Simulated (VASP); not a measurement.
# MgO (P1) in VASP: notebook, part 2 of 2

VASP 6.6.1. Earlier steps stand in the parts before.

## (4) Single point, PBE (Mg replaced by Sr, lengths x 1.157, strained and moved within the space group)

The input, INCAR:

```
PREC = Accurate
ENCUT = 520
EDIFF = 1E-6
ISMEAR = 0
SIGMA = 0.02
LREAL = F
LASPH = T
NELM = 60
ALGO = Normal
ISIF = 2
LWAVE = F
LCHARG = F
GGA = PE
NBANDS = 15
```

The input, KPOINTS:

```
regular mesh
0
Gamma
  9 9 8
```

The input, POSCAR:

```
SrO
1.0
    3.3154523536      0.0000000000      0.0000000000
   -1.6577261768      2.8712659633      0.0000000000
    0.0000000000      0.0000000000      3.0239238096
Sr O
1 1
Direct
    0.0000000000      0.0000000000      0.0000000000
    0.3333333300      0.6666666700      0.5000000000
```

Potentials or basis: VASP PAW PBE potentials, release 64 (Sr_sv, O).

Launch:

```console
$ cat potpaw_PBE.64/Sr_sv/POTCAR potpaw_PBE.64/O/POTCAR > POTCAR
$ mpirun -np 1 vasp_std > vasp.out
```

OUTCAR:

```text
PREC = Accurate
   ENCUT = 520
   EDIFF = 1E-6
   ISMEAR = 0
   LREAL = F
   LASPH = T
   NELM = 60
   ISIF = 2
   GGA = PE

 ion  position               nearest neighbor table
   1  0.000  0.000  0.000-   2 2.44   2 2.44   2 2.44   2 2.44   2 2.44   2 2.44
   2  0.333  0.667  0.500-   1 2.44   1 2.44   1 2.44   1 2.44   1 2.44   1 2.44

  LATTYP: Found a hexagonal cell.
 ALAT       =     3.3154523536
 C/A-ratio  =     0.9120697531

  Lattice vectors:

 A1 = (   3.3154523536,   0.0000000000,   0.0000000000)
 A2 = (  -1.6577261768,   2.8712659633,   0.0000000000)
 A3 = (   0.0000000000,   0.0000000000,   3.0239238096)

Analysis of symmetry for initial positions (statically):
=====================================================================
 Subroutine PRICEL returns:
 Original cell was already a primitive cell.

 Routine SETGRP: Setting up the symmetry group for a
 hexagonal supercell.

 Subroutine GETGRP returns: Found 12 space group operations
 (whereof 12 operations were pure point group operations)
 out of a pool of 24 trial point group operations.

The static configuration has the point symmetry D_3h.

Analysis of symmetry for dynamics (positions and initial velocities):
=====================================================================
 Subroutine PRICEL returns:
 Original cell was already a primitive cell.

 Routine SETGRP: Setting up the symmetry group for a
 hexagonal supercell.

 Subroutine GETGRP returns: Found 12 space group operations
 (whereof 12 operations were pure point group operations)
 out of a pool of 24 trial point group operations.

The dynamic configuration has the point symmetry D_3h.

 Subroutine INISYM returns: Found 12 space group operations
 (whereof 12 operations are pure point group operations),
 and found     1 'primitive' translations

----------------------------------------------------------------------------------------

[... 116 lines left out ...]
   LORBIT       =      0    0 simple, 1 ext, 2 COOP (PROOUT), +10 PAW based schemes
   GGA     = PE    functional components
   LHFCALC =     F    Hartree Fock is set to
   AEXX    =    0.0000 exact exchange contribution
   IVDW    =     0    specifies the selected vdW correction
   LEPSILON=     F    determine dielectric tensor
   LRPA    =     F    only Hartree local field effects (RPA)
 non-spin polarized calculation
 Gauss-broadening in eV      SIGMA  =   0.02
  energy-cutoff  :      520.00
  volume of cell :       28.79
 maximum number of plane-waves:       797
 NGX is ok and might be reduce to    28
   NGX = 13   NGY = 13   NGZ = 11

 number of electron      16.0000000 magnetization

 Free energy of the ion-electron system (eV)
  ---------------------------------------------------
  ext. energy  EPLUGINS =         0.00000000
  ---------------------------------------------------
  free energy    TOTEN  =       -11.26250159 eV

  energy without entropy =      -11.26250159  energy(sigma->0) =      -11.26250159

 E-fermi :   3.3773     XC(G=0): -10.8386

 val. band max:        3.1549358973   @ k =   0.0000   0.0000   0.0000
 cond. band min:       6.1750717763   @ k =   0.0000   0.0000   0.0000
 fundamental gap:      3.0201358790
 Fermi energy:         3.3772593131

 k-point     1 :       0.0000    0.0000    0.0000
  band No.  band energies     occupation
      1     -29.7570      2.00000
      2     -12.6890      2.00000
      3     -11.1001      2.00000
      4     -11.1001      2.00000
      5     -10.8419      2.00000
      6       1.9863      2.00000
      7       1.9863      2.00000
      8       3.1549      2.00000
      9       6.1751      0.00000
     10       7.8574      0.00000
     11      11.6270      0.00000
     12      11.6270      0.00000
     13      14.7303      0.00000
     14      14.7303      0.00000
[... 401 lines left out ...]
      2     -14.3855      2.00000
      3     -12.2556      2.00000
      4     -10.8661      2.00000
      5      -9.7931      2.00000
      6       1.5183      2.00000
      7       1.7760      2.00000
      8       1.9848      2.00000
      9       8.4077      0.00000
     10      10.1903      0.00000
     11      11.9440      0.00000
     12      11.9674      0.00000
     13      14.6797      0.00000
     14      18.1915      0.00000
     15      19.5290      0.00000

 [... further k-points ...]
[... 5 lines left out ...]
  --------------------------------------------------------------------------------------
  -------------------------------------------------------------------------------------
  Total        3.9835463      3.9835463      4.6217076     -0.0000000      0.0000000      0.0000000
  in kB      221.7141392    221.7141392    257.2325891     -0.0000000      0.0000000      0.0000000
  external PRESSURE =     233.5536225 kB  Pullay stress =       0.0000000 kB

 VOLUME and BASIS-vectors are now :
 -----------------------------------------------------------------------------
  energy-cutoff  :      520.00
  volume of cell :       28.79
      direct lattice vectors                 reciprocal lattice vectors
     3.315452354  0.000000000  0.000000000     0.301617967  0.174139215  0.000000000
    -1.657726177  2.871265963  0.000000000     0.000000000  0.348278429  0.000000000
     0.000000000  0.000000000  3.023923810     0.000000000  0.000000000  0.330696163

 POSITION                                       TOTAL-FORCE (eV/Angst)
 -----------------------------------------------------------------------------------
      0.00000      0.00000      0.00000         0.000000     -0.000000      0.000000
     -0.00000      1.91418      1.51196        -0.000000      0.000000      0.000000
 -----------------------------------------------------------------------------------
    total drift:                                0.000020     -0.000011      0.000000

  FREE ENERGIE OF THE ION-ELECTRON SYSTEM (eV)
  ---------------------------------------------------
  free  energy   TOTEN  =       -11.2625015946 eV

  energy  without entropy=      -11.2625015946  energy(sigma->0) =      -11.26250159
```

Run time: 28 s. Hardware: 1 thread of Intel Xeon Platinum 8488C (Sapphire Rapids), shared host; peak memory 0.16 GiB.

What came out:

| Property | Result |
| --- | --- |
| Free energy | -11.2625 eV |
| Pressure | 23.4 GPa |
| Band gap on the k mesh | 3.02 eV, direct |

Caveat: so large a pressure means that the cell lies far from this level's equilibrium, or that cutoff or potentials fall short; an odd mesh through Γ misses points on the zone boundary, where band edges often lie.

## (5) Single point, PBE (all atoms moved at random, cell strained at random)

The input, INCAR:

```
ALGO = Fast ; EDIFF = 1E-6
ENCUT = 520 ; GGA = PE
ISIF = 2 ; ISMEAR = 0
LASPH = True ; LCHARG = False
LREAL = False ; LWAVE = False
NBANDS = 11 ; NELM = 80
PREC = Accurate ; SIGMA = 0.02
```

The input, KPOINTS:

```
k-points
0
Gamma
  12 12 10
```

The input, POSCAR:

```
MgO
1.0
    2.8749122144     -0.0060523231      0.0267359902
   -1.4426975727      2.5374528498     -0.0363184898
    0.0243850880     -0.0241707136      2.6358404352
Mg O
1 1
Direct
    0.0075264534      0.0500628687     -0.0224840279
    0.3258068766      0.6166038013      0.5224840279
```

Potentials or basis: VASP PAW PBE potentials, release 64 (Mg, O).

Launch:

```console
$ cat potpaw_PBE.64/Mg/POTCAR potpaw_PBE.64/O/POTCAR > POTCAR
$ mpirun -np 1 vasp_std > vasp.out
```

Wall time 76 s (1 thread of Intel Xeon Platinum 8488C (Sapphire Rapids), shared host); peak memory 0.27 GiB.

It converged, with:

```yaml
Free_energy: -11.0036 eV
Pressure: 12.5 GPa
Largest_force: 1.755 eV/Å
Band_gap_on_the_k_mesh: 3.08 eV, indirect (least direct gap 3.66 eV)
```

Forces in eV/Å, atoms in the order of the input:
```
Mg   0.069 -1.599  0.721
O   -0.069  1.599 -0.721
```

Stress tensor (GPa, compression positive):
```
 8.32  0.55  1.87
 0.55 11.54 -7.31
 1.87 -7.31 17.61
```

Levels at points of the mesh, in eV from the valence-band top:
| k point | band 2 | band 3 | band 4 | band 5 | band 6 | band 7 |
| --- | --- | --- | --- | --- | --- | --- |
| (0.00, 0.00, 0.00) | -1.04 | -0.67 | -0.58 | 3.08 | 11.94 | 15.31 |
| (0.50, 0.00, 0.00) | -5.22 | -1.68 | -0.25 | 6.62 | 10.61 | 13.42 |
| (0.00, 0.50, 0.00) | -5.35 | -1.33 | -0.33 | 6.30 | 10.30 | 14.27 |
| (0.50, 0.50, 0.00) | -5.16 | -1.74 | -0.20 | 7.08 | 10.47 | 13.07 |
| (0.00, 0.00, 0.50) | -5.68 | -0.66 | 0.00 | 8.40 | 8.97 | 17.79 |
| (0.50, 0.00, 0.50) | -3.98 | -3.63 | -1.08 | 5.81 | 11.11 | 13.28 |
| (0.00, 0.50, 0.50) | -4.07 | -3.81 | -0.77 | 6.26 | 11.87 | 12.84 |
| (0.50, 0.50, 0.50) | -3.98 | -3.51 | -1.28 | 5.35 | 11.24 | 14.34 |

Caveat: forces of over 1 eV/Å show positions far from the minimum, so gaps and moduli don't describe the material at rest.

## (6) Overview

| potentials or basis | cell | k mesh | gap on the mesh (eV) | pressure (GPa) | largest force (eV/Å) |
| --- | --- | --- | --- | --- | --- |
| VASP PAW PBE potentials, release 64 (Mg, O) | one atom moved | 12 × 12 × 10 | 3.00 | -0.5 | 0.15 |
| VASP PAW PBE potentials, release 64 (Mg, O) | strained and moved within the space group | 12 × 12 × 10 | 3.04 | 4.9 | - |
| VASP PAW PBE potentials, release 64 (Sr_sv, O) | Mg replaced by Sr, lengths x 1.157, strained and moved within the space group | 9 × 9 × 8 | 3.02 | 23.4 | - |
| VASP PAW PBE potentials, release 64 (Mg, O) | all atoms moved at random, cell strained at random | 12 × 12 × 10 | 3.08 | 12.5 | 1.75 |

Alike in all rows: task single point; level PBE; no spin polarisation; cutoff (eV) 520; smearing gaussian 0.02 eV.

Caveats: so large a pressure means that the cell lies far from this level's equilibrium, or that cutoff or potentials fall short (some runs); an odd mesh through Γ misses points on the zone boundary, where band edges often lie (some runs); forces of over 1 eV/Å show positions far from the minimum, so gaps and moduli don't describe the material at rest (some runs).

Total energies depend on the potentials used, so only differences within one code and one set of settings carry meaning.
